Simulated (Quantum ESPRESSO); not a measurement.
# LiCl (Fm-3m) in Quantum ESPRESSO: further runs

The runs below take LiCl through phonons, dielectric tensor, with RPBE, vdW-DF-cx, LDA.

All numbers are computed with Quantum ESPRESSO 7.5; they aren't measurements. Logs are shortened: lines on timing, memory, paths and dates and some standing lists are left out, and cuts for length are marked.

**Measured values to compare with.**

From a printed reference work, monograph, for a bulk crystal of LiCl: high-frequency dielectric constant 2.75.

The results are compared with them further down.

## Step 1: The structure

It takes space group Fm-3m (No. 225, cubic). Conventional cell: a = 5.130 Å, b = 5.130 Å, c = 5.130 Å, α = 90.00°, β = 90.00°, γ = 90.00°. Cl (site symmetry m-3m) has 6 Li at 2.56 Å as nearest neighbours. Li (site symmetry m-3m) is surrounded by 6 Cl at 2.56 Å.

## Step 2: Phonons, RPBE

The input, pw.in:

```
&CONTROL
  calculation = 'scf'
  prefix = 'pwscf'
  outdir = './tmp'
  pseudo_dir = './pseudo'
  tprnfor = .true.
  tstress = .true.
  disk_io = 'low'
/
&SYSTEM
  ibrav = 0
  nat = 2
  ntyp = 2
  ecutwfc = 74
  nbnd = 10
  input_dft = 'rpbe'
  occupations = 'smearing'
  smearing = 'fd'
  degauss = 0.00367493
/
&ELECTRONS
  conv_thr = 4d-10
  electron_maxstep = 120
  mixing_beta = 0.5
/
ATOMIC_SPECIES
Cl    35.4500 Cl.upf
Li     6.9400 Li.upf
CELL_PARAMETERS bohr
   0.0000000000    4.8467128727    4.8467128727
   4.8467128727    0.0000000000    4.8467128727
   4.8467128727    4.8467128727    0.0000000000
ATOMIC_POSITIONS bohr
Cl     4.8467128727    4.8467128727    4.8467128727
Li     0.0000000000    0.0000000000    0.0000000000
K_POINTS automatic
4 4 4 1 1 1
```

The input, relax.in:

```
&CONTROL
  calculation = 'vc-relax'
  prefix = 'pwscf'
  outdir = './tmp'
  pseudo_dir = './pseudo'
  tprnfor = .true.
  tstress = .true.
  disk_io = 'low'
  nstep = 40
  forc_conv_thr = 0.0001
  etot_conv_thr = 1d-06
/
&SYSTEM
  ibrav = 0
  nat = 2
  ntyp = 2
  ecutwfc = 74
  nbnd = 10
  input_dft = 'rpbe'
  occupations = 'smearing'
  smearing = 'fd'
  degauss = 0.00367493
/
&ELECTRONS
  conv_thr = 4d-10
  electron_maxstep = 120
  mixing_beta = 0.5
/
&IONS
  ion_dynamics = 'bfgs'
/
&CELL
  cell_dynamics = 'bfgs'
  press = 0
  press_conv_thr = 0.2
/
ATOMIC_SPECIES
Cl    35.4500 Cl.upf
Li     6.9400 Li.upf
CELL_PARAMETERS bohr
   0.0000000000    4.8467128727    4.8467128727
   4.8467128727    0.0000000000    4.8467128727
   4.8467128727    4.8467128727    0.0000000000
ATOMIC_POSITIONS bohr
Cl     4.8467128727    4.8467128727    4.8467128727
Li     0.0000000000    0.0000000000    0.0000000000
K_POINTS automatic
4 4 4 1 1 1
```

The input, scf2.in:

```
&CONTROL
  calculation = 'scf'
  prefix = 'pwscf'
  outdir = './tmp'
  pseudo_dir = './pseudo'
  tprnfor = .true.
  tstress = .true.
  disk_io = 'low'
/
&SYSTEM
  ibrav = 0
  nat = 2
  ntyp = 2
  ecutwfc = 74
  nbnd = 10
  input_dft = 'rpbe'
  occupations = 'fixed'
/
&ELECTRONS
  conv_thr = 1d-13
  electron_maxstep = 120
  mixing_beta = 0.5
  startingpot = 'file'
  startingwfc = 'file'
/
ATOMIC_SPECIES
Cl    35.4500 Cl.upf
Li     6.9400 Li.upf
CELL_PARAMETERS bohr
   0.0000000000    4.9630644037    4.9630644037
   4.9630644037    0.0000000000    4.9630644037
   4.9630644037    4.9630644037    0.0000000000
ATOMIC_POSITIONS bohr
Cl     4.9630644037    4.9630644037    4.9630644037
Li     0.0000000000    0.0000000000    0.0000000000
K_POINTS automatic
4 4 4 1 1 1
```

The input, ph.in:

```
phonons of LiCl
&INPUTPH
  prefix = 'pwscf'
  outdir = './tmp'
  tr2_ph = 1d-18
  fildyn = 'dyn'
  niter_ph = 90
  alpha_mix(1) = 0.7
  epsil = .true.
/
0.0000000000 0.0000000000 0.0000000000
```

The input, dynmat.in:

```
&INPUT
  fildyn = 'dyn'
  asr = 'crystal'
  lperm = .true.
  filout = 'dynmat.disp'
  fileig = 'dynmat.eig'
/
```

The input, dynmat_lo.in:

```
&INPUT
  fildyn = 'dyn'
  asr = 'crystal'
  filout = 'dynmat_lo.disp'
  fileig = 'dynmat_lo.eig'
  q(1) = 0
  q(2) = 0
  q(3) = 1
/
```

Potentials or basis: PseudoDojo 0.4.1 SR PBE standard.

Command:

```bash
OMP_NUM_THREADS=1 pw.x -in pw.in > pw.out
OMP_NUM_THREADS=1 pw.x -in relax.in > relax.out
OMP_NUM_THREADS=1 pw.x -in scf2.in > scf2.out
OMP_NUM_THREADS=1 ph.x -in ph.in > ph.out
OMP_NUM_THREADS=1 dynmat.x -in dynmat.in > dynmat.out
OMP_NUM_THREADS=1 dynmat.x -in dynmat_lo.in > dynmat_lo.out
```

pw.out:

```text
This program is part of the open-source Quantum ESPRESSO suite
     for quantum simulation of materials; please cite
         "P. Giannozzi et al., J. Phys.:Condens. Matter 21 395502 (2009);
         "P. Giannozzi et al., J. Phys.:Condens. Matter 29 465901 (2017);
         "P. Giannozzi et al., J. Chem. Phys. 152 154105 (2020);
     in publications or presentations arising from this work. More details at

     IMPORTANT: XC functional enforced from input :
     Exchange-correlation= RPBE
                           (   1   4  44   4   0   0   0)
     Any further DFT definition will be discarded
     Please, verify this is what you really want

     Message from routine setup:
     using ibrav=0 with symmetry is DISCOURAGED, use correct ibrav instead

     G-vector sticks info
     --------------------
     sticks:   dense  smooth     PW     G-vecs:    dense   smooth      PW
     Sum         955     955    283                19603    19603    3143

     Using Slab Decomposition

     bravais-lattice index     =            0
     lattice parameter (alat)  =       6.8543  a.u.
     unit-cell volume          =     227.7046 (a.u.)^3
     number of atoms/cell      =            2
     number of atomic types    =            2
     number of electrons       =        10.00
     number of Kohn-Sham states=           10
     kinetic-energy cutoff     =      74.0000  Ry
     charge density cutoff     =     296.0000  Ry
     scf convergence threshold =      4.0E-10
     mixing beta               =       0.5000
     number of iterations used =            8  plain     mixing
     Exchange-correlation= RPBE
                           (   1   4  44   4   0   0   0)

     celldm(1)=   6.854287  celldm(2)=   0.000000  celldm(3)=   0.000000
     celldm(4)=   0.000000  celldm(5)=   0.000000  celldm(6)=   0.000000

     crystal axes: (cart. coord. in units of alat)
               a(1) = (   0.000000   0.707107   0.707107 )
               a(2) = (   0.707107   0.000000   0.707107 )
               a(3) = (   0.707107   0.707107   0.000000 )

     reciprocal axes: (cart. coord. in units 2 pi/alat)
               b(1) = ( -0.707107  0.707107  0.707107 )
               b(2) = (  0.707107 -0.707107  0.707107 )
               b(3) = (  0.707107  0.707107 -0.707107 )

     PseudoPot. # 1 for Cl read from file:
     Cl.upf
     Pseudo is Norm-conserving + core correction, Zval =  7.0
     Generated using ONCVPSP code by D. R. Hamann
     Using radial grid of 1028 points,  6 beta functions with:
                l(1) =   0
                l(2) =   0
                l(3) =   1
                l(4) =   1
                l(5) =   2
                l(6) =   2

     PseudoPot. # 2 for Li read from file:
     Li.upf
     Pseudo is Norm-conserving, Zval =  3.0
     Generated using ONCVPSP code by D. R. Hamann
     Using radial grid of 1944 points,  4 beta functions with:
                l(1) =   0
                l(2) =   0
                l(3) =   1
                l(4) =   1

     atomic species   valence    mass     pseudopotential
     Cl                7.00    35.45000     Cl( 1.00)
     Li                3.00     6.94000     Li( 1.00)

     48 Sym. Ops., with inversion, found

   Cartesian axes

     site n.     atom                  positions (alat units)
         1        Cl     tau(   1) = (   0.7071068   0.7071068   0.7071068  )
         2        Li     tau(   2) = (   0.0000000   0.0000000   0.0000000  )

     number of k points=    10  Fermi-Dirac smearing, width (Ry)=  0.0037
                       cart. coord. in units 2pi/alat
        k(    1) = (   0.0883883   0.0883883   0.0883883), wk =   0.0625000
        k(    2) = (   0.2651650   0.2651650  -0.0883883), wk =   0.1875000
        k(    3) = (  -0.2651650  -0.2651650   0.4419417), wk =   0.1875000
        k(    4) = (  -0.0883883  -0.0883883   0.2651650), wk =   0.1875000
        k(    5) = (   0.4419417   0.0883883   0.0883883), wk =   0.1875000
        k(    6) = (  -0.0883883  -0.4419417   0.6187184), wk =   0.3750000
        k(    7) = (   0.0883883  -0.2651650   0.4419417), wk =   0.3750000
        k(    8) = (  -0.6187184   0.0883883   0.0883883), wk =   0.1875000
        k(    9) = (   0.2651650   0.2651650   0.2651650), wk =   0.0625000
        k(   10) = (  -0.2651650  -0.2651650   0.7954951), wk =   0.1875000

     Dense  grid:    19603 G-vectors     FFT dimensions: (  40,  40,  40)

     Initial potential from superposition of free atoms

     starting charge       9.9954, renormalised to      10.0000
     Starting wfcs are    6 randomized atomic wfcs +    4 random wfcs

     Self-consistent Calculation

     iteration #  1     ecut=    74.00 Ry     beta= 0.50
     Davidson diagonalization with overlap
     ethr =  1.00E-02,  avg # of iterations =  6.1

     Threshold (ethr) on eigenvalues was too large:
     Diagonalizing with lowered threshold

     Davidson diagonalization with overlap
     ethr =  2.69E-04,  avg # of iterations =  2.3

     total energy              =     -47.55010518 Ry
     estimated scf accuracy    <       0.02625289 Ry

     iteration #  2     ecut=    74.00 Ry     beta= 0.50
     Davidson diagonalization with overlap
     ethr =  2.63E-04,  avg # of iterations =  1.9

     total energy              =     -47.55475380 Ry
     estimated scf accuracy    <       0.00133278 Ry

     iteration #  3     ecut=    74.00 Ry     beta= 0.50
     Davidson diagonalization with overlap
     ethr =  1.33E-05,  avg # of iterations =  4.8

     total energy              =     -47.55520759 Ry
     estimated scf accuracy    <       0.00030667 Ry

     iteration #  4     ecut=    74.00 Ry     beta= 0.50
     Davidson diagonalization with overlap
     ethr =  3.07E-06,  avg # of iterations =  3.1

     total energy              =     -47.55528566 Ry
     estimated scf accuracy    <       0.00000239 Ry

     iteration #  5     ecut=    74.00 Ry     beta= 0.50
     Davidson diagonalization with overlap
     ethr =  2.39E-08,  avg # of iterations =  2.5

     total energy              =     -47.55528789 Ry
     estimated scf accuracy    <       0.00000051 Ry

     iteration #  6     ecut=    74.00 Ry     beta= 0.50
     Davidson diagonalization with overlap
     ethr =  5.11E-09,  avg # of iterations =  2.0

     total energy              =     -47.55528804 Ry
     estimated scf accuracy    <          9.6E-09 Ry

     iteration #  7     ecut=    74.00 Ry     beta= 0.50
     Davidson diagonalization with overlap
     ethr =  9.56E-11,  avg # of iterations =  2.2

     total energy              =     -47.55528804 Ry
     estimated scf accuracy    <          1.2E-09 Ry

     iteration #  8     ecut=    74.00 Ry     beta= 0.50
     Davidson diagonalization with overlap
     ethr =  1.16E-11,  avg # of iterations =  2.1

     End of self-consistent calculation

          k = 0.0884 0.0884 0.0884 (  2463 PWs)   bands (ev):

   -42.0291 -11.5512   1.2402   1.7089   1.7089   8.7825  12.9756  13.6167
    13.6168  14.8431

          k = 0.2652 0.2652-0.0884 (  2461 PWs)   bands (ev):

   -42.0276 -11.2382  -0.0989   1.0944   1.6422   9.6452  12.0791  12.0914
    12.8848  15.3627

          k =-0.2652-0.2652 0.4419 (  2446 PWs)   bands (ev):

   -42.0268 -11.0337  -0.8763   1.1120   1.3586   9.3350  11.2410  11.8392
    14.2452  17.4268

          k =-0.0884-0.0884 0.2652 (  2459 PWs)   bands (ev):

   -42.0282 -11.3721   0.4953   1.4155   1.4799   9.7025  12.1233  12.2182
    13.4588  14.5438

          k = 0.4419 0.0884 0.0884 (  2446 PWs)   bands (ev):

   -42.0270 -11.0899  -0.3124   0.9070   1.0323  10.4272  11.1918  11.9167
    14.0168  15.3543

          k =-0.0884-0.4419 0.6187 (  2440 PWs)   bands (ev):

   -42.0262 -10.8699  -0.5934   0.0566   0.8724  10.5566  11.7402  12.4287
    13.4389  16.6435

          k = 0.0884-0.2652 0.4419 (  2447 PWs)   bands (ev):

   -42.0268 -11.0311  -0.5063   0.5764   1.2710  10.3329  11.2421  12.2347
    13.2453  16.1808

          k =-0.6187 0.0884 0.0884 (  2442 PWs)   bands (ev):

   -42.0262 -10.8647  -0.8841   0.5101   0.7805   9.9548  10.6925  13.6656
    14.8470  15.9976

          k = 0.2652 0.2652 0.2652 (  2455 PWs)   bands (ev):

   -42.0273 -11.1569  -0.6642   1.5306   1.5306   8.9157  11.6630  11.6630
    14.0945  17.2544

          k =-0.2652-0.2652 0.7955 (  2441 PWs)   bands (ev):

   -42.0264 -10.9402  -0.5901   0.1769   1.2294  10.0235  11.8717  12.4317
    13.3186  17.0636

     the Fermi energy is     2.8128 ev

!    total energy              =     -47.55528804 Ry
     estimated scf accuracy    <          6.4E-12 Ry
     smearing contrib. (-TS)   =      -0.00000000 Ry
     internal energy E=F+TS    =     -47.55528804 Ry

     The total energy is F=E-TS. E is the sum of the following terms:
     one-electron contribution =     -10.53953954 Ry
     hartree contribution      =       7.67522022 Ry
     xc contribution           =     -12.53610524 Ry
     ewald contribution        =     -32.15486348 Ry

     convergence has been achieved in   8 iterations

     Forces acting on atoms (cartesian axes, Ry/au):

     atom    1 type  1   force =     0.00000000    0.00000000   -0.00000000
     atom    2 type  2   force =     0.00000000    0.00000000   -0.00000000

     Total force =     0.000000     Total SCF correction =     0.000000

     Computing stress (Cartesian axis) and pressure

          total   stress  (Ry/bohr**3)                   (kbar)     P=       22.92
   0.00015580   0.00000000   0.00000000           22.92        0.00        0.00
   0.00000000   0.00015580   0.00000000            0.00       22.92        0.00
   0.00000000   0.00000000   0.00015580            0.00        0.00       22.92

=------------------------------------------------------------------------------=
   JOB DONE.
=------------------------------------------------------------------------------=
```

It took 49 s on 1 thread of Intel Xeon 6975P-C (Granite Rapids), shared host; peak memory 0.07 GiB.

What came out:

```yaml
Free_energy: -647.0396 eV
Relaxed_volume: 18.12 Å³/atom
Relaxed_cell: a = 3.714 Å, b = 3.714 Å, c = 3.714 Å, α = 60.00°, β = 60.00°, γ = 60.00°
Space_group_after_relaxing_to_0.05_Å: Fm-3m (No. 225)
Pressure_after_relaxing: 0.0 GPa
Electronic_dielectric_tensor_diagonal: 2.82
Born_charges_mean_of_the_diagonal: Cl -1.20; Li +1.20 e
Highest_phonon_frequency_at_Γ_LO-TO_splitting_left_out: 131 cm⁻¹
Static_dielectric_tensor_diagonal: 22.66
```

Step by step:
```tsv
step	energy change (eV)	largest force (eV/Å)	pressure (GPa)	volume (Å³)
1	0.0000	0.0000	2.29	33.74
2	-0.0051	0.0000	1.87	34.14
3	-0.0097	0.0000	1.43	34.58
4	-0.0143	0.0000	0.82	35.24
5	-0.0168	0.0000	0.05	36.17
6	-0.0168	0.0000	0.00	36.23
```

Final structure:
```yaml
crystal:
  lattice:
    - [0.00000, 2.62634, 2.62634]
    - [2.62634, 0.00000, 2.62634]
    - [2.62634, 2.62634, 0.00000]
  atoms:
    - { symbol: Cl, position: [0.50000, 0.50000, 0.50000] }
    - { symbol: Li, position: [0.00000, 0.00000, 0.00000] }
```

Levels at points of the mesh, in eV from the valence-band top:
```tsv
k point	band 2	band 3	band 4	band 5	band 6	band 7	band 8	band 9
(0.12, 0.12, 0.12)	-13.04	-0.42	0.00	0.00	6.68	11.18	11.80	11.80
```

Phonon frequencies in cm⁻¹ (negative: imaginary):
```
              q point        frequencies
(0.000, 0.000, 0.000)  5 5 5 131 131 131
```

Electronic dielectric tensor:
```
2.82 0.00 0.00
0.00 2.82 0.00
0.00 0.00 2.82
```

Born effective charge tensors (e):
atom 1, Cl
```
-1.20  0.00  0.00
 0.00 -1.20  0.00
 0.00  0.00 -1.20
```
atom 2, Li
```
1.20 0.00 0.00
0.00 1.20 0.00
0.00 0.00 1.20
```

Optical modes at Γ, degenerate ones joined, polar ones without the macroscopic field:
| cm⁻¹ | components | symmetry | active in | IR intensity, summed ((D/Å)²/amu) |
| --- | --- | --- | --- | --- |
| 130 | 3 | T1u | IR | 17.16 |

Zone-centre frequencies without and with the macroscopic field along z (cm⁻¹):
```
                optical modes in rising order
       without                    130 130 130
with the field                    130 130 369
```

Static dielectric tensor, electrons and zone-centre modes:
```
22.66  0.00  0.00
 0.00 22.66  0.00
 0.00  0.00 22.66
```

Caveat: the potentials were made for another functional, which shifts forces and pressure.

(Continued in part 2 of 3.)
